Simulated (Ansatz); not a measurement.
## Ag in Ansatz: the effect of functional

Ag:

```
CELL_PARAMETERS angstrom
0.00000 2.00105 2.00105
2.00105 0.00000 2.00105
2.00105 2.00105 0.00000
ATOMIC_POSITIONS crystal
Ag 0.00000 0.00000 0.00000
```

The cell isn't the ideal one: volume scaled by 0.94.

Alike in all runs:

| Property | Result |
| --- | --- |
| Program | Ansatz 0.2.0 |
| Task | single point |
| Potentials or basis | Ansatz PAW |
| k mesh | 11 × 11 × 11 |
| Occupations | fermi-dirac, width 0.05 eV |
| Spin | no spin polarisation |

Task: One run gave: pressure -0.4 GPa. Which functional did it use?
A. PBE
B. r2SCAN
C. LDA

Result: C.

| functional | cutoff | pressure (GPa) |
| --- | --- | --- |
| LDA | 420 eV (not typed: the program's choice for these potentials) | -0.4 |
| r2SCAN | 500 eV (not typed: the program's choice for these potentials) | 9.3 |
| PBE | 420 eV (not typed: the program's choice for these potentials) | 13.0 |

Caveats: the PAW data sets come from PBE, with cores solved anew for the run's functional, which leaves a small shift of forces and pressure (some runs).
